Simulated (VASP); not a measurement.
# AlN (P6_3mc) in VASP: further runs, part 2 of 2

VASP 6.6.1. Earlier steps stand in the parts before.

## 3. Relaxation of cell and atoms, PBE

This run uses another cell than the first one, of 10.62 Å³/atom, 1.017 times its volume.

Contents of INCAR:

```
  PREC = Accurate
  ENCUT = 600
  EDIFF = 1E-7
  ISMEAR = 0
  SIGMA = 0.03
  LREAL = False
  LASPH = True
  NELM = 80
  ALGO = Normal
  ISIF = 3
  LWAVE = False
  LCHARG = False
  GGA = PE
  IBRION = 2
  NSW = 90
  EDIFFG = -0.005
  KPAR = 4
```

Contents of KPOINTS:

```
regular mesh
0
Gamma
  12 12 6
```

Contents of POSCAR:

```
AlN                                     
1.0
    3.1273442139      0.0000000000      0.0000000000
   -1.5636721070      2.7083595336     -0.0000000000
    0.0000000000      0.0000000000      5.0175425438
  Al              N             
     2     2
Direct
     0.3333333300000021    0.6666666699999979    0.9993379583174126
     0.6666666699999979    0.3333333300000021    0.4993379583174126
     0.3333333300000021    0.6666666699999979    0.3806620416825900
     0.6666666699999979    0.3333333300000021    0.8806620416825900
```

Potentials or basis: VASP PAW PBE potentials, release 64 (Al, N).

Run with:

```console
$ cat potpaw_PBE.64/Al/POTCAR potpaw_PBE.64/N/POTCAR > POTCAR
$ mpirun -np 4 vasp_std > vasp.out
```

OUTCAR:

```text
PREC = Accurate
   ENCUT = 600
   EDIFF = 1E-7
   ISMEAR = 0
   LREAL = False
   LASPH = True
   NELM = 80
   ISIF = 3
   GGA = PE
   IBRION = 2
   NSW = 90
   EDIFFG = -0.005

 ion  position               nearest neighbor table
   1  0.333  0.667  0.999-   4 1.90   4 1.90   4 1.90   3 1.91   2 3.09   2 3.09   2 3.09   2 3.09
                             2 3.09   2 3.09
   2  0.667  0.333  0.499-   3 1.90   3 1.90   3 1.90   4 1.91   1 3.09   1 3.09   1 3.09   1 3.09
                             1 3.09   1 3.09
   3  0.333  0.667  0.381-   2 1.90   2 1.90   2 1.90   1 1.91
   4  0.667  0.333  0.881-   1 1.90   1 1.90   1 1.90   2 1.91

  LATTYP: Found a hexagonal cell.
 ALAT       =     3.1273442139
 C/A-ratio  =     1.6044100683

  Lattice vectors:

 A1 = (   3.1273442139,   0.0000000000,   0.0000000000)
 A2 = (  -1.5636721070,   2.7083595336,   0.0000000000)
 A3 = (   0.0000000000,   0.0000000000,   5.0175425438)

Analysis of symmetry for initial positions (statically):
=====================================================================
 Subroutine PRICEL returns:
 Original cell was already a primitive cell.

 Routine SETGRP: Setting up the symmetry group for a
 hexagonal supercell.

 Subroutine GETGRP returns: Found 12 space group operations
 (whereof  6 operations were pure point group operations)
 out of a pool of 24 trial point group operations.

The static configuration has the point symmetry C_3v.
 The point group associated with its full space group is C_6v.

Analysis of symmetry for dynamics (positions and initial velocities):
=====================================================================
 Subroutine PRICEL returns:
 Original cell was already a primitive cell.

 Routine SETGRP: Setting up the symmetry group for a
 hexagonal supercell.

 Subroutine GETGRP returns: Found 12 space group operations
 (whereof  6 operations were pure point group operations)
 out of a pool of 24 trial point group operations.

[... 193 lines left out ...]

 number of electron      15.9999999 magnetization

 Free energy of the ion-electron system (eV)
  ---------------------------------------------------
  ext. energy  EPLUGINS =         0.00000000
  ---------------------------------------------------
  free energy    TOTEN  =       -29.78352394 eV

  energy without entropy =      -29.78352394  energy(sigma->0) =      -29.78352394

 E-fermi :   6.1736     XC(G=0): -10.8355

 val. band max:        5.9793416920   @ k =   0.0000   0.0000   0.0000
 cond. band min:      10.0420201260   @ k =   0.0000   0.0000   0.0000
 fundamental gap:      4.0626784340
 Fermi energy:         6.1736287474

 k-point     1 :       0.0000    0.0000    0.0000
  band No.  band energies     occupation
      1      -9.0971      2.00000
      2      -7.0099      2.00000
      3       0.0663      2.00000
      4       5.1384      2.00000
      5       5.1384      2.00000
      6       5.7807      2.00000
      7       5.7807      2.00000
      8       5.9793      2.00000
      9      10.0420      0.00000
     10      12.5100      0.00000
     11      16.4509      0.00000
     12      17.0262      0.00000
[... 331 lines left out ...]
 k-point    24 :       0.3333   -0.0000    0.1667
  band No.  band energies     occupation
      1      -7.8021      2.00000
      2      -6.6076      2.00000
      3       1.1354      2.00000
      4       2.0833      2.00000
      5       2.6852      2.00000
      6       4.2420      2.00000
      7       5.2003      2.00000
      8       5.3366      2.00000
      9      11.7683      0.00000
     10      12.5852      0.00000
     11      14.3405      0.00000
     12      16.0280      0.00000

 [... further k-points ...]

------------------------ aborting loop because EDIFF is reached ----------------------------------------

  FORCE on cell =-STRESS in cart. coord.  units (eV):
  Direction    XX          YY          ZZ          XY          YZ          ZX
  --------------------------------------------------------------------------------------
  -------------------------------------------------------------------------------------
  Total       -0.0026957     -0.0026957     -0.0059679      0.0000000     -0.0000000      0.0000000
  in kB       -0.1016260     -0.1016260     -0.2249869      0.0000000     -0.0000000      0.0000000
  external PRESSURE =      -0.1427463 kB  Pullay stress =       0.0000000 kB

 VOLUME and BASIS-vectors are now :
 -----------------------------------------------------------------------------
  energy-cutoff  :      600.00
  volume of cell :       42.50
      direct lattice vectors                 reciprocal lattice vectors
     3.127866165 -0.000000000  0.000000000     0.319706774  0.184582792  0.000000000
    -1.563933083  2.708811557  0.000000000     0.000000000  0.369165584  0.000000000
     0.000000000  0.000000000  5.015925622     0.000000000  0.000000000  0.199364998

 POSITION                                       TOTAL-FORCE (eV/Angst)
 -----------------------------------------------------------------------------------
     -0.00000      1.80587      5.01241        -0.000000      0.000000     -0.004694
      1.56393      0.90294      2.50445        -0.000000      0.000000     -0.004694
     -0.00000      1.80587      1.90957         0.000000     -0.000000      0.004694
      1.56393      0.90294      4.41753        -0.000000      0.000000      0.004694
 -----------------------------------------------------------------------------------
    total drift:                               -0.000009      0.000005      0.000636

  FREE ENERGIE OF THE ION-ELECTRON SYSTEM (eV)
  ---------------------------------------------------
  free  energy   TOTEN  =       -29.7835239388 eV

  energy  without entropy=      -29.7835239388  energy(sigma->0) =      -29.78352394

 reached required accuracy - stopping structural energy minimisation
```

OSZICAR:

```text
N       E                     dE             d eps       ncg     rms          rms(c)
DAV:   1     0.605046878353E+02    0.60505E+02   -0.81854E+03  1824   0.133E+03
DAV:   2    -0.296116350837E+02   -0.90116E+02   -0.82404E+02  2712   0.247E+02
[... 12 lines left out ...]
   1 F= -.29783513E+02 E0= -.29783513E+02  d E =-.297835E+02
       N       E                     dE             d eps       ncg     rms          rms(c)
DAV:   1    -0.297835320377E+02   -0.18606E-04   -0.77253E-04  1832   0.267E-01    0.158E-02
DAV:   2    -0.297835267126E+02    0.53252E-05   -0.70595E-06  2336   0.258E-02    0.894E-03
DAV:   3    -0.297835239170E+02    0.27956E-05   -0.40911E-06  2256   0.180E-02    0.573E-04
DAV:   4    -0.297835239388E+02   -0.21892E-07   -0.31347E-07  1924   0.543E-03
   2 F= -.29783524E+02 E0= -.29783524E+02  d E =-.105393E-04
```

CONTCAR:

```text
AlN
   1.00000000000000
     3.1278661650000030   -0.0000000000000096    0.0000000000000000
    -1.5639330825500182    2.7088115565111313    0.0000000000000000
     0.0000000000000000    0.0000000000000000    5.0159256221820119
  Al              N
     2     2
Direct
     0.3333333300000021    0.6666666699999979    0.9992990152398028
     0.6666666699999979    0.3333333300000021    0.4992990152398029
     0.3333333300000021    0.6666666699999979    0.3807009847601997
     0.6666666699999979    0.3333333300000021    0.8807009847601998

  0.00000000E+00  0.00000000E+00  0.00000000E+00
  0.00000000E+00  0.00000000E+00  0.00000000E+00
  0.00000000E+00  0.00000000E+00  0.00000000E+00
  0.00000000E+00  0.00000000E+00  0.00000000E+00
```

It took 19 s on 4 MPI ranks of Intel Xeon Platinum 8259CL at 2.50GHz (Skylake/Cascade Lake), shared host; peak memory 0.19 GiB.

Results:

```
Free energy                  : -29.7835 eV
Energy gained by relaxing    : 0.0 meV/atom
Ionic steps                  : 2
Pressure after relaxing      : 0.0 GPa
Largest force after relaxing : 0.005 eV/Å
Band gap on the k mesh       : 4.06 eV, direct
```

Forces in eV/Å, atoms in the order of the input:
```
Al   0.000  0.000 -0.005
Al   0.000  0.000 -0.005
N    0.000  0.000  0.005
N    0.000  0.000  0.005
```

Final structure:
```
Al N
1.0
     3.12787    0.00000    0.00000
    -1.56393    2.70881    0.00000
     0.00000    0.00000    5.01593
Al N
2 2
Direct
  0.33333 0.66667 0.99930
  0.66667 0.33333 0.49930
  0.33333 0.66667 0.38070
  0.66667 0.33333 0.88070
```
